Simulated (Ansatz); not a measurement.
Se:

```xyz
3
Lattice="4.3662 0.0000 0.0000 -2.1831 3.7812 0.0000 0.0000 0.0000 4.9536" Properties=species:S:1:pos:R:3 pbc="T T T"
Se    1.6910    2.9289    0.0000
Se   -0.4921    0.8523    3.3024
Se    0.9841    0.0000    1.6512
```

Base run:

| Quantity | Value |
| --- | --- |
| Program | Ansatz 0.2.0 |
| Functional | PBE |
| Potentials or basis | Ansatz PAW |
| Cutoff | 420 eV (not typed: the program's choice for these potentials) |
| k mesh | 7 × 7 × 6 |
| Occupations | fermi-dirac, width 0.05 eV |
| Spin | no spin polarisation |

Its results: band gap on the k mesh 1.21 eV, indirect (least direct gap 1.48 eV); pressure 2.8 GPa; largest force 0.401 eV/Å.

Task: After a change of settings the same cell gave: band gap on the k mesh 1.16 eV, indirect (least direct gap 1.45 eV); pressure 2.8 GPa; largest force 0.414 eV/Å. Which change was it?
A. functional from PBE to HSE06 form with a typed share of exact exchange; k mesh from 7 × 7 × 6 to 4 × 4 × 3
B. spin from no spin polarisation to spin-orbit coupling, no magnetisation; potential files from those of the base run to others of the same set
C. functional from PBE to HSE06; k mesh from 7 × 7 × 6 to 4 × 4 × 3

Result: B.

Spin-orbit coupling splits the band edges, which narrows the gap.

Caveats: the k mesh misses the band edges, so the gap on the mesh is wider than the one along the path.
